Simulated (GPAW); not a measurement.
# Au (Fm-3m) in GPAW: a series of runs

One crystal, Au, is run at these levels: PBE, LDA, PBEsol; tasks: band structure.

Everything below comes from runs of GPAW 26.7.0. Logs are shortened: lines on timing, memory, paths and dates and some standing lists are left out, and cuts for length are marked. The log counts tension as positive stress, the text compression.

### 1 Starting point

It takes space group Fm-3m (No. 225, cubic). Conventional cell: a = 4.070 Å, b = 4.070 Å, c = 4.070 Å, α = 90.00°, β = 90.00°, γ = 90.00°. Au (site symmetry m-3m) has 12 Au at 2.88 Å as nearest neighbours.

### 2 Band structure, PBE

The input, run.py:

```python
from ase.dft.bandgap import bandgap
from ase.io import read, write
from ase.units import GPa
from gpaw import GPAW, PW

atoms = read('Au.xyz')

calc = GPAW(mode=PW(600),
            xc='PBE',
            kpts={'size': (11, 11, 11), 'gamma': True},
            occupations={'name': 'fermi-dirac', 'width': 0.05},
            nbands=14,
            convergence={'density': 1e-05, 'energy': 1e-05},
            maxiter=150,
            txt='gpaw.txt')
atoms.calc = calc
energy = atoms.get_potential_energy()
forces = atoms.get_forces()
stress = atoms.get_stress()
calc.write('gs.gpw')
write('result.traj', atoms)
print(f'Energy: {energy:.6f} eV')
print('Forces (eV/A):')
print(forces.round(4))
print('Stress (GPa):', (stress / GPa).round(3))
print('Fermi level:', round(calc.get_fermi_level(), 4), 'eV')
print(f'Gap: {bandgap(calc)[0]:.4f} eV, direct: {bandgap(calc, direct=True)[0]:.4f} eV')

path = atoms.cell.bandpath('GXWKGLUWLK,UX', npoints=100, eps=1e-4)
bs_calc = calc.fixed_density(kpts=path, symmetry='off', nbands=21,
                             convergence={'bands': 'CBM+6.0', 'eigenstates': 1e-6}, txt='bands.txt')
bs = bs_calc.band_structure()
bs.write('bs.json')
print(f'Gap on the path: {bandgap(bs_calc)[0]:.4f} eV')
```

The input, Au.xyz:

```xyz
1
Lattice="0.0000000000 2.0350000000 2.0350000000 2.0350000000 0.0000000000 2.0350000000 2.0350000000 2.0350000000 0.0000000000" Properties=species:S:1:pos:R:3 pbc="T T T"
Au     0.0000000000      0.0000000000      0.0000000000
```

Potentials or basis: GPAW PAW data sets (gpaw-data 1.2.1), pw.

The run is started by

```console
> OMP_NUM_THREADS=1 python run.py
```

gpaw.txt:

```text
__  _  _
 | _ |_)|_||  |
 |__||  | ||/\| - 26.7.0

Input parameters:
  mode=PW(ecut=600.0),
  convergence={'density': 1e-05, 'energy': 1e-05},
  kpts=MonkhorstPack(size=(11, 11, 11), gamma=True),
  maxiter=150,
  nbands=14,
  occupations=Occupations(name='fermi-dirac', width=0.05),
  xc=XC(name='PBE')

Diagonalizing LCAO Hamiltonian
Converting LCAO to pw mode

       Au

Atoms  # Å, Bohr magnetons
|   | symbol |        x |        y |        z |    initial magnetic moments |
|---|--------|----------|----------|----------|-----------------------------|
| 0 |     Au | 0.000000 | 0.000000 | 0.000000 | ( 0.0000,  0.0000,  0.0000) |

Unit cell  # Å
| periodic |        x |        y |        z |  lengths |    angles |
|----------|----------|----------|----------|----------|-----------|
|      yes | 0.000000 | 2.035000 | 2.035000 | 2.877925 | 60.000000 |
|      yes | 2.035000 | 0.000000 | 2.035000 | 2.877925 | 60.000000 |
|      yes | 2.035000 | 2.035000 | 0.000000 | 2.877925 | 60.000000 |

Number of symmetries: 48
Symmetry operations  # r_c * U_cc + t_c -> r_c
|    | kind |            matrix            |
|----|------|------------------------------|
|  0 |  σ   |  1, 0, 0,  1, 0,-1,  1,-1, 0 |
|  1 |  C2  |  1, 0, 0,  1,-1, 0,  1, 0,-1 |
|  2 |  E   |  1, 0, 0,  0, 1, 0,  0, 0, 1 |
|  3 |  σ   |  1, 0, 0,  0, 0, 1,  0, 1, 0 |
|  4 |  C4  |  1, 0,-1,  1, 0, 0,  1,-1, 0 |
|  5 |  S6  |  1, 0,-1,  1,-1, 0,  1, 0, 0 |
|  6 |  σ   |  1, 0,-1,  0, 1,-1,  0, 0,-1 |
|  7 |  C3  |  1, 0,-1,  0, 0,-1,  0, 1,-1 |
|  8 |  S6  |  1,-1, 0,  1, 0, 0,  1, 0,-1 |
|  9 |  C4  |  1,-1, 0,  1, 0,-1,  1, 0, 0 |
| 10 |  C3  |  1,-1, 0,  0,-1, 1,  0,-1, 0 |
| 11 |  σ   |  1,-1, 0,  0,-1, 0,  0,-1, 1 |
| 12 |  σ   |  0, 1, 0,  1, 0, 0,  0, 0, 1 |
| 13 |  C4  |  0, 1, 0,  0, 1,-1, -1, 1, 0 |
| 14 |  C3  |  0, 1, 0,  0, 0, 1,  1, 0, 0 |
| 15 |  S6  |  0, 1, 0, -1, 1, 0,  0, 1,-1 |
| 16 |  C2  |  0, 1,-1,  1, 0,-1,  0, 0,-1 |
| 17 |  σ   |  0, 1,-1,  0, 1, 0, -1, 1, 0 |
| 18 |  S4  |  0, 1,-1,  0, 0,-1,  1, 0,-1 |
| 19 |  C4  |  0, 1,-1, -1, 1, 0,  0, 1, 0 |
| 20 |  C3  |  0, 0, 1,  1, 0, 0,  0, 1, 0 |
| 21 |  σ   |  0, 0, 1,  0, 1, 0,  1, 0, 0 |
| 22 |  S6  |  0, 0, 1,  0,-1, 1, -1, 0, 1 |
| 23 |  C4  |  0, 0, 1, -1, 0, 1,  0,-1, 1 |
| 24 |  S4  |  0, 0,-1,  1, 0,-1,  0, 1,-1 |
| 25 |  C3  |  0, 0,-1,  0, 1,-1,  1, 0,-1 |
| 26 |  C2  |  0, 0,-1,  0,-1, 0, -1, 0, 0 |
| 27 |  S6  |  0, 0,-1, -1, 0, 0,  0,-1, 0 |
| 28 |  S4  |  0,-1, 1,  1,-1, 0,  0,-1, 0 |
| 29 |  C4  |  0,-1, 1,  0, 0, 1, -1, 0, 1 |
| 30 |  C2  |  0,-1, 1,  0,-1, 0,  1,-1, 0 |
| 31 |  σ   |  0,-1, 1, -1, 0, 1,  0, 0, 1 |
| 32 |  C3  |  0,-1, 0,  1,-1, 0,  0,-1, 1 |
| 33 |  S6  |  0,-1, 0,  0, 0,-1, -1, 0, 0 |
| 34 |  S4  |  0,-1, 0,  0,-1, 1,  1,-1, 0 |
| 35 |  C2  |  0,-1, 0, -1, 0, 0,  0, 0,-1 |
| 36 |  C2  | -1, 1, 0,  0, 1, 0,  0, 1,-1 |
| 37 |  S6  | -1, 1, 0,  0, 1,-1,  0, 1, 0 |
| 38 |  S4  | -1, 1, 0, -1, 0, 1, -1, 0, 0 |
| 39 |  C3  | -1, 1, 0, -1, 0, 0, -1, 0, 1 |
| 40 |  S6  | -1, 0, 1,  0, 0, 1,  0,-1, 1 |
| 41 |  C2  | -1, 0, 1,  0,-1, 1,  0, 0, 1 |
| 42 |  C3  | -1, 0, 1, -1, 1, 0, -1, 0, 0 |
| 43 |  S4  | -1, 0, 1, -1, 0, 0, -1, 1, 0 |
| 44 |  C2  | -1, 0, 0,  0, 0,-1,  0,-1, 0 |
| 45 |  i   | -1, 0, 0,  0,-1, 0,  0, 0,-1 |
| 46 |  σ   | -1, 0, 0, -1, 1, 0, -1, 0, 1 |
| 47 |  C2  | -1, 0, 0, -1, 0, 1, -1, 1, 0 |

BZ-sampling:
  Number of BZ points: 1331
  Number of IBZ points: 56

  Monkhorst-Pack size: [11, 11, 11]
  Monkhorst-Pack shift: [0, 0, 0]

K-points  # in reciprocal-cell coordinates
|     |                                coordinates |     weight |
|-----|--------------------------------------------|------------|
|   0 | (  0.00000000,   0.00000000,   0.00000000) | 0.00075131 |
|   1 | (  0.09090909,   0.09090909,   0.00000000) | 0.00450789 |
|   2 | (  0.09090909,   0.09090909,   0.09090909) | 0.00601052 |
|   3 | (  0.18181818,   0.09090909,   0.09090909) | 0.00901578 |
|   4 | (  0.18181818,   0.18181818,   0.00000000) | 0.00450789 |
|   5 | (  0.18181818,   0.18181818,   0.09090909) | 0.01803156 |
|   6 | (  0.18181818,   0.18181818,   0.18181818) | 0.00601052 |
|   7 | (  0.27272727,   0.18181818,   0.09090909) | 0.01803156 |
|   8 | (  0.27272727,   0.18181818,   0.18181818) | 0.01803156 |
|   9 | (  0.27272727,   0.27272727,   0.00000000) | 0.00450789 |
| ... |                                            |            |
|  55 | (  0.45454545,   0.45454545,   0.45454545) | 0.00601052 |

Plane wave coefficients: 572
Cutoff: 600.0 eV

Spin-components: 1 (collinear spins)
Bands:           14
Projectors:      6
Spin-degeneracy: 2
Datatype:        complex128

Parallelization:
  kpt:    1
  domain: 1
  band:   1

Density:
  Valence electrons: 11.0
  Components: 1
  Grid points: [18 18 18]
  Charge: 0.0  # |e|

Potential:
  Grid points: [18 18 18]

species:
  Au:
    name:    Gold
    Z:       79.0
    valence: 11
    core:    68
    charge:  0.0  # [|e|]
    compensation charges:
      type: gauss
      rc: 0.42  # [Å]
      lmax: 2
    cutoffs:
      filter: 2.33  # [Å]
      core: 2.81  # [Å]
    projectors
    | kind |    occ | energy [eV] | rcut [Å] |
    |------|--------|-------------|----------|
    |   6s |  1.000 |      -5.728 |    1.323 |
    |   6p |  0.000 |      -0.775 |    1.323 |
    |   5d | 10.000 |      -6.891 |    1.323 |
    |    s |        |      21.484 |    1.323 |
    |    p |        |      26.436 |    1.323 |
    |    d |        |      20.321 |    1.323 |

    Using partial waves for Au as LCAO basis

Reference energy: -516598.271109  # eV

eigensolver:
  PPCG
  Converge bands: occupied
  niter=2

density mixing:
  MSR1-Mixer
  Pratt-step length: 0.05
  Maximum mixing coefficient: 0.75
  Old densities: 10
  SVD Regularization: 0.005
  Good broyden scale: 1.0
  Trust region scale: 1.0
  Backstep threshold: 4.0
  History deletion threshold: 6.0
  Fourier metric: weight=20.0, sigma=0.015

occupation numbers:
  Fermi-Dirac:
    width: 0.0500  # eV

poisson solver:
  ecut: 4800.0  # eV

xc functional:
  name: PBE with 2 nearest neighbor stencil

convergence criteria:
- Maximum integral of absolute [dens]ity change: 1e-05 electrons / valence electron
- Maximum [total energy] change in last 3 cyles: 1e-05 eV / valence electron
- Maximum integral of absolute [eigenst]ate change: 4e-08 eV^2 / valence electron
maximum number of iterations: 150

SCF iterations
|iter     | |      energy | eigst |  dens |
|---------|-|-------------|-------|-------|
|iter:   1| |   -3.404291 | -0.43 |       |
|iter:   2| |   -3.346108 | -2.83 | -1.10 |
|iter:   3| |   -3.123004 | -2.26 | -1.14 |
|iter:   4| |   -3.120462 | -4.41 | -2.04 |
|iter:   5| |   -3.119687 | -4.33 | -2.36 |
|iter:   6| |   -3.119684 | -6.32 | -3.78 |
|iter:   7| |   -3.119683c| -7.41c| -4.07 |
|iter:   8| |   -3.119683c| -8.81c| -5.26c|

Converged in 8 steps
Energy contributions relative to reference atoms: (reference = -516598.271109)

Energy contributions:
  Kinetic:          -3.668421
  Coulomb:           2.706203
  Zero:              0.151768
  External:          0.000000
  Xc:               -2.308476
  Entropy:          -0.001515
  Spinorbit:         0.000000
  ----------------------------
  Free energy:      -3.120440
  Extrapolated:     -3.119683

dipole moment: (-13.904753, -13.904753, -13.904753)  # |e|*Ang

Fermi level: 10.181
Eigenvalues  # (at kpt = [0.000, 0.000, 0.000])
| band index |      eig [eV] | occ [0-2] |
|------------|---------------|-----------|
|          0 |         0.195 |     2.000 |
|          1 |         5.397 |     2.000 |
|          2 |         5.397 |     2.000 |
|          3 |         5.397 |     2.000 |
|          4 |         6.936 |     2.000 |
|          5 |         6.936 |     2.000 |
|          6 |        25.924 |     0.000 |
|          7 |        29.781 |     0.000 |
|          8 |        29.781 |     0.000 |
|          9 |        29.781 |     0.000 |
|         10 |        33.809 |     0.000 |
|         11 |        38.240 |     0.000 |
|         12 |        38.240 |     0.000 |
|         13 |        38.240 |     0.000 |

No gap
No difference between direct/indirect transitions

Forces  # eV/Ang
|        x |       y |        z |
|----------|---------|----------|
| -0.00000 | 0.00000 | -0.00000 |  # Au   0

Stress tensor  # eV/Ang^3
|         x |         y |         z |
|-----------|-----------|-----------|
| -0.083073 | -0.000000 |  0.000000 |
| -0.000000 | -0.083073 |  0.000000 |
|  0.000000 |  0.000000 | -0.083073 |

# Writing to gs.gpw (mode='')
```

Run time: 23 s. Hardware: 1 thread of Arm Neoverse V1, shared host; peak memory 0.17 GiB.

What came out:

```
Free energy             : -3.1204 eV
Pressure                : 13.3 GPa
Band gap along the path : none (metal or under the smearing width)
```

Levels at the corners of the path, in eV from the Fermi level:
```tsv
point	band 1	band 2	band 3	band 4	band 5	band 6	band 7
Γ	-9.99	-4.78	-4.78	-4.78	-3.25	-3.25	15.74
X	-7.20	-6.88	-2.07	-1.68	-1.68	0.97	5.90
W	-6.09	-5.26	-5.26	-3.39	-1.68	4.91	6.35
K	-6.58	-5.96	-3.92	-2.95	-2.14	4.00	4.68
Γ	-9.99	-4.78	-4.78	-4.78	-3.25	-3.25	15.74
L	-7.44	-4.83	-4.83	-2.02	-2.02	-1.06	3.15
U	-6.58	-5.96	-3.92	-2.95	-2.14	4.00	4.68
W	-6.09	-5.26	-5.26	-3.39	-1.68	4.91	6.35
L	-7.44	-4.83	-4.83	-2.02	-2.02	-1.06	3.15
K	-6.58	-5.96	-3.92	-2.95	-2.14	4.00	4.68
U	-6.58	-5.96	-3.92	-2.95	-2.14	4.00	4.68
X	-7.20	-6.88	-2.07	-1.68	-1.68	0.97	5.90
```

Caveat: with this Au data set, volumes or pressures lay over 1.5 % or 2 GPa off other programs in two to four cells of ten; spin-orbit coupling is left out, which moves the levels of the heavy elements.

[end of part 1 of 2]
